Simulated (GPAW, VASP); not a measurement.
This is a calculation of InPd for VASP 6.6.1. The cell comes from a database or a generator and needn't be the stable form of this composition.

The input INCAR:

```
PREC = Accurate
ENCUT = 520
EDIFF = 1E-6
ISMEAR = 0
SIGMA = 0.027000000000000003
LREAL = False
LASPH = True
NELM = 100
ALGO = Fast
ISIF = 2
LWAVE = False
LCHARG = False
GGA = PE
```

KPOINTS

```
regular mesh
0
Gamma
  8 8 8
```

File POSCAR:

```
InPd
1.0
    3.2718847800      0.0000000000      0.0000000000
    0.0000000000      3.2718847800      0.0000000000
    0.0000000000      0.0000000000      3.2718847800
In Pd
1 1
Direct
    0.0000000000      0.0000000000      0.0000000000
    0.5000000000      0.5000000000      0.5000000000
```

Potentials or basis: VASP PAW PBE potentials, release 64 (In_d, Pd).

Run with:

```console
$ cat potpaw_PBE.64/In_d/POTCAR potpaw_PBE.64/Pd/POTCAR > POTCAR
$ mpirun -np 1 vasp_std > vasp.out
```

**Question.** What does the same run look like in GPAW 26.7.0 (ASE script)? Potentials or basis there: GPAW PAW data sets (gpaw-data 1.2.1), cutoff 600 eV.

**Answer.** As run (cutoffs and basis follow the program's own potentials, and thresholds, step limits or extra output files can differ):

File run.py:

```python
from ase.dft.bandgap import bandgap
from ase.io import read, write
from ase.units import GPa
from gpaw import GPAW, PW

atoms = read('POSCAR')

calc = GPAW(mode=PW(600),
            xc='PBE',
            kpts={'size': (8, 8, 8), 'gamma': True},
            occupations={'name': 'methfessel-paxton', 'order': 0, 'width': 0.027000000000000003},
            nbands=26,
            convergence={'density': 1e-05, 'energy': 1e-05},
            maxiter=150,
            txt='gpaw.txt')
atoms.calc = calc
energy = atoms.get_potential_energy()
forces = atoms.get_forces()
stress = atoms.get_stress()
calc.write('gs.gpw')
write('result.traj', atoms)
print(f'Energy: {energy:.6f} eV')
print('Forces (eV/A):')
print(forces.round(4))
print('Stress (GPa):', (stress / GPa).round(3))
print('Fermi level:', round(calc.get_fermi_level(), 4), 'eV')
print(f'Gap: {bandgap(calc)[0]:.4f} eV, direct: {bandgap(calc, direct=True)[0]:.4f} eV')
```

POSCAR

```
InPd
1.0
    3.2718847800      0.0000000000      0.0000000000
    0.0000000000      3.2718847800      0.0000000000
    0.0000000000      0.0000000000      3.2718847800
In Pd
1 1
Direct
    0.0000000000      0.0000000000      0.0000000000
    0.5000000000      0.5000000000      0.5000000000
```

Potentials or basis: GPAW PAW data sets (gpaw-data 1.2.1), pw.

Launch:

```sh
$ OMP_NUM_THREADS=1 python run.py
```

Both were run:

|  | VASP | GPAW |
| --- | --- | --- |
| Pressure | 3.7 GPa | 3.3 GPa |

The potentials hold 23 and 29 valence electrons a cell.

Pressure is positive in compression.
